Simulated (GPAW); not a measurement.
# InP (F-43m) in GPAW: notebook

One crystal, InP, is run at these levels: PBE; tasks: dielectric tensor.

All numbers are computed with GPAW 26.7.0; they aren't measurements. Logs are shortened: lines on timing, memory, paths and dates and some standing lists are left out, and cuts for length are marked. The log counts tension as positive stress, the text compression.

**The experiment to reproduce.**

A printed reference work, data compilation reports, for a bulk crystal of InP at 1.6 K: band gap 1.4236 eV (direct).

A printed reference work, textbook reports, for a bulk crystal of InP at 300 K: high-frequency dielectric constant 9.61.

The runs below are set against these values where they give the same quantity.

## 1. The crystal as given

It takes space group F-43m (No. 216, cubic). The conventional cell has a = 5.938 Å, b = 5.938 Å, c = 5.938 Å, α = 90.00°, β = 90.00°, γ = 90.00°. In (site symmetry -43m) is surrounded by 4 P at 2.57 Å. P (site symmetry -43m) is surrounded by 4 In at 2.57 Å.

## 2. Dielectric tensor, PBE

run.py reads:

```python
import numpy as np
from ase import Atoms
from ase.dft.bandgap import bandgap
from ase.io import write
from gpaw import GPAW, PW
from gpaw.response.df import DielectricFunction

atoms = Atoms(['In', 'P'],
              cell=[[0.0, 2.9690636329, 2.9690636329],
                    [2.9690636329, 0.0, 2.9690636329],
                    [2.9690636329, 2.9690636329, 0.0]],
              scaled_positions=[[0.0, 0.0, 0.0],
                                [0.75, 0.75, 0.75]],
              pbc=True)

calc = GPAW(mode=PW(450),
            xc='PBE',
            kpts={'size': (6, 6, 6), 'gamma': True},
            occupations={'name': 'fermi-dirac', 'width': 0.001},
            nbands=18,
            convergence={'density': 1e-06},
            maxiter=150,
            txt='gpaw.txt')
atoms.calc = calc
energy = atoms.get_potential_energy()
calc.write('gs.gpw')
write('result.traj', atoms)
print(f'Energy: {energy:.6f} eV')
print('Fermi level:', round(calc.get_fermi_level(), 4), 'eV')
print(f'Gap: {bandgap(calc)[0]:.4f} eV, direct: {bandgap(calc, direct=True)[0]:.4f} eV')

for size in [(20, 20, 20)]:
    name = 'x'.join(str(n) for n in size)
    dense = calc.fixed_density(kpts={'size': size, 'gamma': True},
                               nbands=35, convergence={'bands': 29, 'eigenstates': 1e-7},
                               update_fermi_level=True, txt=f'dense-{name}.txt')
    dense.write(f'{name}.gpw', mode='all')
    df = DielectricFunction(f'{name}.gpw', frequencies=np.array([0.0]), hilbert=False, eta=0.001,
                            ecut=80, nbands=29, intraband=False, txt=f'df-{name}.txt')
    for xc in ['RPA']:
        for direction in ['x', 'y', 'z', [0, 1, 1], [1, 0, 1], [1, 1, 0]]:
            e0, e = df.get_macroscopic_dielectric_constant(xc=xc, direction=direction)
            print(f'{name} {xc} {direction}: {e0:.4f} without, {e:.4f} with local fields')
```

Potentials or basis: GPAW PAW data sets (gpaw-data 1.2.1), pw.

Started as:

```
$ OMP_NUM_THREADS=1 python run.py
```

gpaw.txt:

```text
__  _  _
 | _ |_)|_||  |
 |__||  | ||/\| - 26.7.0

Input parameters:
  mode=PW(ecut=450.00000000000006),
  convergence={'density': 1e-06},
  kpts=MonkhorstPack(size=(6, 6, 6), gamma=True),
  maxiter=150,
  nbands=18,
  occupations=Occupations(name='fermi-dirac', width=0.001),
  xc=XC(name='PBE')

Diagonalizing LCAO Hamiltonian
Converting LCAO to pw mode

                     P

       In

Atoms  # Å, Bohr magnetons
|   | symbol |        x |        y |        z |    initial magnetic moments |
|---|--------|----------|----------|----------|-----------------------------|
| 0 |     In | 0.000000 | 0.000000 | 0.000000 | ( 0.0000,  0.0000,  0.0000) |
| 1 |      P | 4.453595 | 4.453595 | 4.453595 | ( 0.0000,  0.0000,  0.0000) |

Unit cell  # Å
| periodic |        x |        y |        z |  lengths |    angles |
|----------|----------|----------|----------|----------|-----------|
|      yes | 0.000000 | 2.969064 | 2.969064 | 4.198890 | 60.000000 |
|      yes | 2.969064 | 0.000000 | 2.969064 | 4.198890 | 60.000000 |
|      yes | 2.969064 | 2.969064 | 0.000000 | 4.198890 | 60.000000 |

Number of symmetries: 24
Symmetry operations  # r_c * U_cc + t_c -> r_c
|    | kind |            matrix            |
|----|------|------------------------------|
|  0 |  E   |  1, 0, 0,  0, 1, 0,  0, 0, 1 |
|  1 |  σ   |  1, 0, 0,  0, 0, 1,  0, 1, 0 |
|  2 |  σ   |  1, 0,-1,  0, 1,-1,  0, 0,-1 |
|  3 |  C3  |  1, 0,-1,  0, 0,-1,  0, 1,-1 |
|  4 |  C3  |  1,-1, 0,  0,-1, 1,  0,-1, 0 |
|  5 |  σ   |  1,-1, 0,  0,-1, 0,  0,-1, 1 |
|  6 |  σ   |  0, 1, 0,  1, 0, 0,  0, 0, 1 |
|  7 |  C3  |  0, 1, 0,  0, 0, 1,  1, 0, 0 |
|  8 |  C2  |  0, 1,-1,  1, 0,-1,  0, 0,-1 |
|  9 |  S4  |  0, 1,-1,  0, 0,-1,  1, 0,-1 |
| 10 |  C3  |  0, 0, 1,  1, 0, 0,  0, 1, 0 |
| 11 |  σ   |  0, 0, 1,  0, 1, 0,  1, 0, 0 |
| 12 |  S4  |  0, 0,-1,  1, 0,-1,  0, 1,-1 |
| 13 |  C3  |  0, 0,-1,  0, 1,-1,  1, 0,-1 |
| 14 |  S4  |  0,-1, 1,  1,-1, 0,  0,-1, 0 |
| 15 |  C2  |  0,-1, 1,  0,-1, 0,  1,-1, 0 |
| 16 |  C3  |  0,-1, 0,  1,-1, 0,  0,-1, 1 |
| 17 |  S4  |  0,-1, 0,  0,-1, 1,  1,-1, 0 |
| 18 |  S4  | -1, 1, 0, -1, 0, 1, -1, 0, 0 |
| 19 |  C3  | -1, 1, 0, -1, 0, 0, -1, 0, 1 |
| 20 |  C3  | -1, 0, 1, -1, 1, 0, -1, 0, 0 |
| 21 |  S4  | -1, 0, 1, -1, 0, 0, -1, 1, 0 |
| 22 |  σ   | -1, 0, 0, -1, 1, 0, -1, 0, 1 |
| 23 |  C2  | -1, 0, 0, -1, 0, 1, -1, 1, 0 |

BZ-sampling:
  Number of BZ points: 216
  Number of IBZ points: 16

  Monkhorst-Pack size: [6, 6, 6]
  Monkhorst-Pack shift: [0.08333333333333333, 0.08333333333333333, 0.08333333333333333]

K-points  # in reciprocal-cell coordinates
|     |                                coordinates |     weight |
|-----|--------------------------------------------|------------|
|   0 | (  0.00000000,   0.00000000,   0.00000000) | 0.00462963 |
|   1 | (  0.16666667,   0.16666667,   0.00000000) | 0.02777778 |
|   2 | (  0.16666667,   0.16666667,   0.16666667) | 0.03703704 |
|   3 | (  0.33333333,   0.16666667,   0.16666667) | 0.05555556 |
|   4 | (  0.33333333,   0.33333333,  -0.33333333) | 0.05555556 |
|   5 | (  0.33333333,   0.33333333,   0.00000000) | 0.02777778 |
|   6 | (  0.33333333,   0.33333333,   0.16666667) | 0.11111111 |
|   7 | (  0.33333333,   0.33333333,   0.33333333) | 0.03703704 |
|   8 | (  0.50000000,   0.33333333,  -0.33333333) | 0.11111111 |
|   9 | (  0.50000000,   0.33333333,  -0.16666667) | 0.05555556 |
| ... |                                            |            |
|  15 | (  0.50000000,   0.50000000,   0.50000000) | 0.01851852 |

Plane wave coefficients: 1158
Cutoff: 450.00000000000006 eV

Spin-components: 1 (collinear spins)
Bands:           18
Projectors:      11
Spin-degeneracy: 2
Datatype:        complex128

Parallelization:
  kpt:    1
  domain: 1
  band:   1

Density:
  Valence electrons: 18.0
  Components: 1
  Grid points: [21 21 21]
  Charge: 0.0  # |e|

Potential:
  Grid points: [21 21 21]

species:
  In:
    name:    Indium
    Z:       49.0
    valence: 13
    core:    36
    charge:  0.0  # [|e|]
    compensation charges:
      type: gauss
      rc: 0.36  # [Å]
      lmax: 2
    cutoffs:
      filter: 2.09  # [Å]
      core: 2.48  # [Å]
    projectors
    | kind |    occ | energy [eV] | rcut [Å] |
    |------|--------|-------------|----------|
    |   5s |  2.000 |      -8.203 |    1.185 |
    |   5p |  1.000 |      -2.521 |    1.244 |
    |   4d | 10.000 |     -18.629 |    1.148 |
    |    s |        |      19.008 |    1.185 |
    |    p |        |      24.691 |    1.244 |
    |    d |        |       8.583 |    1.148 |

    Using partial waves for In as LCAO basis

  P:
    name:    Phosphorus
    Z:       15.0
    valence: 5
    core:    10
    charge:  0.0  # [|e|]
    compensation charges:
      type: gauss
      rc: 0.30  # [Å]
      lmax: 2
    cutoffs:
      filter: 1.69  # [Å]
      core: 1.81  # [Å]
    projectors
    | kind |    occ | energy [eV] | rcut [Å] |
    |------|--------|-------------|----------|
    |   3s |  2.000 |     -13.968 |    0.953 |
    |   3p |  3.000 |      -5.506 |    0.953 |
    |    s |        |      13.244 |    0.953 |
    |    p |        |      21.705 |    0.953 |
    |    d |        |       0.000 |    0.953 |

    Using partial waves for P as LCAO basis

Reference energy: -169278.333319  # eV

eigensolver:
  PPCG
  Converge bands: occupied
  niter=2

density mixing:
  MSR1-Mixer
  Pratt-step length: 0.05
  Maximum mixing coefficient: 0.75
  Old densities: 10
  SVD Regularization: 0.005
  Good broyden scale: 1.0
  Trust region scale: 1.0
  Backstep threshold: 4.0
  History deletion threshold: 6.0
  Fourier metric: weight=20.0, sigma=0.015

occupation numbers:
  Fermi-Dirac:
    width: 0.0010  # eV

poisson solver:
  ecut: 3600.0000000000005  # eV

xc functional:
  name: PBE with 2 nearest neighbor stencil

convergence criteria:
- Maximum integral of absolute [dens]ity change: 1e-06 electrons / valence electron
- Maximum [total energy] change in last 3 cyles: 0.0005 eV / valence electron
- Maximum integral of absolute [eigenst]ate change: 4e-08 eV^2 / valence electron
maximum number of iterations: 150

SCF iterations
|iter     | |      energy | eigst |  dens |
|---------|-|-------------|-------|-------|
|iter:   1| |   -8.919996 | -0.44 |       |
|iter:   2| |   -8.843420 | -2.35 | -1.11 |
|iter:   3| |   -8.568883 | -1.81 | -1.16 |
|iter:   4| |   -8.568911 | -3.30 | -1.75 |
|iter:   5| |   -8.568950c| -4.02 | -2.24 |
|iter:   6| |   -8.568988c| -5.41 | -3.08 |
|iter:   7| |   -8.568994c| -6.50 | -3.55 |
|iter:   8| |   -8.568994c| -7.89c| -4.62 |
|iter:   9| |   -8.568994c| -8.35c| -5.28 |
|iter:  10| |   -8.568994c| -9.00c| -5.85 |
|iter:  11| |   -8.568994c| -9.51c| -6.62c|

Converged in 11 steps
Energy contributions relative to reference atoms: (reference = -169278.333319)

Energy contributions:
  Kinetic:          19.921737
  Coulomb:         -18.623981
  Zero:              0.198573
  External:          0.000000
  Xc:              -10.065321
  Entropy:          -0.000000
  Spinorbit:         0.000000
  ----------------------------
  Free energy:      -8.568994
  Extrapolated:     -8.568994

dipole moment: (-17.196760, -17.196760, -17.196760)  # |e|*Ang

Fermi level: 4.541
Eigenvalues  # (at kpt = [0.000, 0.000, 0.000])
| band index |      eig [eV] | occ [0-2] |
|------------|---------------|-----------|
|          0 |        -9.513 |     2.000 |
|          1 |        -9.513 |     2.000 |
|          2 |        -9.513 |     2.000 |
|          3 |        -9.377 |     2.000 |
|          4 |        -9.377 |     2.000 |
|          5 |        -6.746 |     2.000 |
[... 10 lines left out ...]
|         16 |        15.636 |     0.000 |
|         17 |        15.636 |     0.000 |

Gap: 0.493 eV
Transition (v -> c):
  (s=0, k=0, n=8, [0.00, 0.00, 0.00]) -> (s=0, k=0, n=9, [0.00, 0.00, 0.00])
No difference between direct/indirect transitions
# Writing to gs.gpw (mode='')
```

It took 2.8 min on 1 thread of AMD EPYC 7B13 (Zen 3), shared host; peak memory 0.51 GiB.

Results:

| Property | Result |
| --- | --- |
| Free energy | -8.5690 eV |
| Band gap on the k mesh | 0.49 eV, direct |
| Electronic dielectric tensor (diagonal) | 11.25 |

Electronic dielectric tensor:
```
11.25  0.00  0.00
 0.00 11.25  0.00
 0.00  0.00 11.25
```

Caveat: the gap is small at this level, which inflates the dielectric constant; the long-wavelength limit can be off by a per cent or two; spin-orbit coupling is left out, which moves the levels of the heavy elements.

## 3. Dielectric tensor, PBE

This run uses another cell than the first one, of 26.68 Å³/atom, 1.019 times its volume.

Changes to run.py since step 2:

```diff
@@ -8,5 +8,5 @@
 atoms = Atoms(['In', 'P'],
-              cell=[[0.0, 2.9690636329, 2.9690636329],
-                    [2.9690636329, 0.0, 2.9690636329],
-                    [2.9690636329, 2.9690636329, 0.0]],
+              cell=[[0.0, 2.9879753761, 2.9879753761],
+                    [2.9879753761, 0.0, 2.9879753761],
+                    [2.9879753761, 2.9879753761, 0.0]],
               scaled_positions=[[0.0, 0.0, 0.0],
```

Potentials or basis: GPAW PAW data sets (gpaw-data 1.2.1), pw.

Started as:

```
$ OMP_NUM_THREADS=1 python run.py
```

gpaw.txt:

```text
__  _  _
 | _ |_)|_||  |
 |__||  | ||/\| - 26.7.0

Input parameters:
  mode=PW(ecut=450.00000000000006),
  convergence={'density': 1e-06},
  kpts=MonkhorstPack(size=(6, 6, 6), gamma=True),
  maxiter=150,
  nbands=18,
  occupations=Occupations(name='fermi-dirac', width=0.001),
  xc=XC(name='PBE')

Diagonalizing LCAO Hamiltonian
Converting LCAO to pw mode

                     P

       In

Atoms  # Å, Bohr magnetons
|   | symbol |        x |        y |        z |    initial magnetic moments |
|---|--------|----------|----------|----------|-----------------------------|
| 0 |     In | 0.000000 | 0.000000 | 0.000000 | ( 0.0000,  0.0000,  0.0000) |
| 1 |      P | 4.481963 | 4.481963 | 4.481963 | ( 0.0000,  0.0000,  0.0000) |

Unit cell  # Å
| periodic |        x |        y |        z |  lengths |    angles |
|----------|----------|----------|----------|----------|-----------|
|      yes | 0.000000 | 2.987975 | 2.987975 | 4.225635 | 60.000000 |
|      yes | 2.987975 | 0.000000 | 2.987975 | 4.225635 | 60.000000 |
|      yes | 2.987975 | 2.987975 | 0.000000 | 4.225635 | 60.000000 |

Number of symmetries: 24
Symmetry operations  # r_c * U_cc + t_c -> r_c
|    | kind |            matrix            |
|----|------|------------------------------|
|  0 |  E   |  1, 0, 0,  0, 1, 0,  0, 0, 1 |
|  1 |  σ   |  1, 0, 0,  0, 0, 1,  0, 1, 0 |
|  2 |  σ   |  1, 0,-1,  0, 1,-1,  0, 0,-1 |
|  3 |  C3  |  1, 0,-1,  0, 0,-1,  0, 1,-1 |
|  4 |  C3  |  1,-1, 0,  0,-1, 1,  0,-1, 0 |
|  5 |  σ   |  1,-1, 0,  0,-1, 0,  0,-1, 1 |
|  6 |  σ   |  0, 1, 0,  1, 0, 0,  0, 0, 1 |
|  7 |  C3  |  0, 1, 0,  0, 0, 1,  1, 0, 0 |
[... 126 lines left out ...]
  Good broyden scale: 1.0
  Trust region scale: 1.0
  Backstep threshold: 4.0
  History deletion threshold: 6.0
  Fourier metric: weight=20.0, sigma=0.015

occupation numbers:
  Fermi-Dirac:
    width: 0.0010  # eV

poisson solver:
  ecut: 3600.0000000000005  # eV

xc functional:
  name: PBE with 2 nearest neighbor stencil

convergence criteria:
- Maximum integral of absolute [dens]ity change: 1e-06 electrons / valence electron
- Maximum [total energy] change in last 3 cyles: 0.0005 eV / valence electron
- Maximum integral of absolute [eigenst]ate change: 4e-08 eV^2 / valence electron
maximum number of iterations: 150

SCF iterations
|iter     | |      energy | eigst |  dens |
|---------|-|-------------|-------|-------|
|iter:   1| |   -8.912656 | -0.46 |       |
|iter:   2| |   -8.836583 | -2.37 | -1.11 |
|iter:   3| |   -8.566853 | -1.82 | -1.16 |
|iter:   4| |   -8.566979 | -3.32 | -1.75 |
|iter:   5| |   -8.567017c| -4.03 | -2.25 |
|iter:   6| |   -8.567055c| -5.42 | -3.09 |
|iter:   7| |   -8.567061c| -6.50 | -3.55 |
|iter:   8| |   -8.567061c| -7.87c| -4.63 |
|iter:   9| |   -8.567061c| -8.31c| -5.25 |
|iter:  10| |   -8.567061c| -9.01c| -5.85 |
|iter:  11| |   -8.567061c| -9.48c| -6.60c|

Converged in 11 steps
Energy contributions relative to reference atoms: (reference = -169278.333319)

Energy contributions:
  Kinetic:          18.567860
  Coulomb:         -17.554840
  Zero:              0.199136
  External:          0.000000
  Xc:               -9.779217
  Entropy:          -0.000000
  Spinorbit:         0.000000
  ----------------------------
  Free energy:      -8.567061
  Extrapolated:     -8.567061

dipole moment: (-17.342273, -17.342273, -17.342273)  # |e|*Ang

Fermi level: 4.364
Eigenvalues  # (at kpt = [0.000, 0.000, 0.000])
| band index |      eig [eV] | occ [0-2] |
|------------|---------------|-----------|
|          0 |        -9.673 |     2.000 |
|          1 |        -9.673 |     2.000 |
|          2 |        -9.673 |     2.000 |
|          3 |        -9.546 |     2.000 |
|          4 |        -9.546 |     2.000 |
|          5 |        -6.816 |     2.000 |
[... 10 lines left out ...]
|         16 |        15.399 |     0.000 |
|         17 |        15.399 |     0.000 |

Gap: 0.389 eV
Transition (v -> c):
  (s=0, k=0, n=8, [0.00, 0.00, 0.00]) -> (s=0, k=0, n=9, [0.00, 0.00, 0.00])
No difference between direct/indirect transitions
# Writing to gs.gpw (mode='')
```

stdout:

```text
Energy: -8.567061 eV
Fermi level: 4.3639 eV
Gap: 0.3893 eV, direct: 0.3893 eV
20x20x20 RPA x: 13.4515 without, 12.2258 with local fields
20x20x20 RPA y: 13.4515 without, 12.2258 with local fields
20x20x20 RPA z: 13.4515 without, 12.2258 with local fields
20x20x20 RPA [0, 1, 1]: 13.4515 without, 12.2258 with local fields
20x20x20 RPA [1, 0, 1]: 13.4515 without, 12.2258 with local fields
20x20x20 RPA [1, 1, 0]: 13.4515 without, 12.2258 with local fields
```

Wall time 2.8 min (1 thread of AMD EPYC 7B13 (Zen 3), shared host); peak memory 0.52 GiB.

What came out:

```yaml
Free_energy: -8.5671 eV
Band_gap_on_the_k_mesh: 0.39 eV, direct
Electronic_dielectric_tensor_diagonal: 12.23
```

Electronic dielectric tensor:
```
12.23  0.00  0.00
 0.00 12.23  0.00
 0.00  0.00 12.23
```

Caveat: the gap is small at this level, which inflates the dielectric constant; the long-wavelength limit can be off by a per cent or two; spin-orbit coupling is left out, which moves the levels of the heavy elements.

## 4. Comparison with measurements

Step 2. Measured gap of InP: 1.4236 eV (direct; 1.6 K; a printed reference work, data compilation). This calculation gives 0.49 eV (-0.93 eV). Spin-orbit coupling on In is left out. The value is that of PBE on a finite k mesh, which can miss the band edges, without temperature or zero-point motion. Semilocal functionals fall short of measured gaps as a rule. Against the measured high-frequency dielectric constant of InP, 9.61 (300 K; a printed reference work, textbook), the calculated 11.25 is off by +17.1 %.

Step 3. A measured gap of InP is 1.4236 eV (direct; 1.6 K; a printed reference work, data compilation); the calculated 0.39 eV misses it by -1.03 eV. So large a miss can be the level of theory's own, or it may mean another phase, state or a wrong row. Spin-orbit coupling on In is left out. The value is that of PBE on a finite k mesh, which can miss the band edges, without temperature or zero-point motion. Semilocal functionals fall short of measured gaps as a rule. Measured high-frequency dielectric constant of InP: 9.61 (300 K; a printed reference work, textbook). This calculation gives 12.23 (+27.2 %).
